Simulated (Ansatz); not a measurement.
# Hf: energy less free atoms and pressure against volume per atom

Results calculated with Ansatz 0.2.0, not measured. Periodic Kohn-Sham DFT of a crystal at fixed atoms; pressure and stress are positive in compression; the energy is the free energy less that of spherical unpolarised free atoms; site moments are those in the method's own spheres, positive along +z.

Cell of the first row (space group Im-3m, No. 229):
```
Hf
1.0
     -1.7375     1.7375     1.7375
      1.7375    -1.7375     1.7375
      1.7375     1.7375    -1.7375
Hf
1
Direct
  0.00000 0.00000 0.00000
```

Settings of every row: method all-electron LAPW; functional LDA; relativity scalar; k mesh 14x14x14; filling fermi-dirac; smearing width 0.05 eV; basis error target 0.5 meV/atom; nucleus gaussian.

Atom start moment: 0 on all atoms.

Limits: no spin-orbit coupling on heavy atoms; the cell comes from a prototype or a list of computed structures and needn't be the stable phase.

```
row  volume per atom (Å³)  energy less free atoms (eV/atom)  pressure (GPa)
  1                20.982                           -7.9993          -3.032
  2                21.535                           -7.9843          -5.616
  3                22.087                            -7.961          -7.901
  4                22.639                           -7.9302          -9.918
  5                23.191                                 ?               ?
```

Question: what energy less free atoms and pressure should row 5 give?

Worked fit of energy less free atoms. Take u = (V_r/V)^(2/3) − 1 with V_r = 21.811 Å³ an atom, which is twice the finite (Eulerian) strain; such expansions in the strain, on which the Birch-Murnaghan equation of state is built, carry the rest volume and the bulk modulus. The shown rows have u = 0.02617, 0.00853, -0.00835, -0.02453. Least squares give energy less free atoms = −7.97363 − 1.3879 × u + 15.578 × u² eV/atom; a straight line predicts inner rows, each left out in turn, worse (root mean square 0.0064 against 9e-05 eV/atom). All shown rows lie on it to the printed digit. The withheld row has u = -0.04007, so the fit gives −7.97363 − 1.3879 × (-0.04007) + 15.578 × (-0.04007)² = -7.8930 eV/atom.

The calculation gave -7.8929 eV/atom. The fit lies 0.0001 eV/atom (0.094 % of the column's range) below it, one unit of the last digit. This row lies beyond the range of the fit.

Worked fit of pressure. Take u = (V_r/V)^(2/3) − 1 with V_r = 21.811 Å³ an atom, which is twice the finite (Eulerian) strain; such expansions in the strain, on which the Birch-Murnaghan equation of state is built, carry the rest volume and the bulk modulus. The shown rows have u = 0.02617, 0.00853, -0.00835, -0.02453. Least squares give pressure = −6.7937 + 135.291 × u + 322.93 × u² GPa; a straight line predicts inner rows, each left out in turn, worse (root mean square 0.13 against 0.00034 GPa). All shown rows lie on it to the printed digit. The withheld row has u = -0.04007, so the fit gives −6.7937 + 135.291 × (-0.04007) + 322.93 × (-0.04007)² = -11.696 GPa.

The calculation gave -11.702 GPa. The fit lies 0.006 GPa (0.069 % of the column's range) above it; its largest miss of a shown row is 0.000 GPa. This row lies beyond the range of the fit.
